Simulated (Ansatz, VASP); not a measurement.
## GaN: VASP beside Ansatz

```xyz
2
Lattice="0.0000 2.2740 2.2740 2.2740 0.0000 2.2740 2.2740 2.2740 0.0000" Properties=species:S:1:pos:R:3 pbc="T T T"
Ga    1.1370    1.1370    1.1370
N     0.0000    0.0000    0.0000
```

Alike in both runs: functional PBE; k mesh 10 × 10 × 10; occupations gaussian, width 0.02 eV; no spin polarisation.

Ansatz relaxed the structure, and its values are those at the end. VASP's run is a single point on that final structure, the one shown.

```csv
,VASP,Ansatz
version,VASP 6.6.1,Ansatz 0.2.0
potentials or method,"VASP PAW PBE potentials, release 64 (Ga_d, N)","scalar-relativistic, plane waves, PAW"
plane-wave cutoff (eV),520,420
valence electrons in the cell,18,18
```

Ansatz gave:

- gap on the k mesh at the Fermi level (eV): 1.54
- least direct gap on the mesh (eV): 1.54
- pressure (GPa): 0.0

Q: What did VASP give for the same quantities?

A: gap on the k mesh at the Fermi level (eV): 1.55; least direct gap on the mesh (eV): 1.55; pressure (GPa): 0.1.

The functional is the same, so the differences come from potentials, cutoffs and numerics.
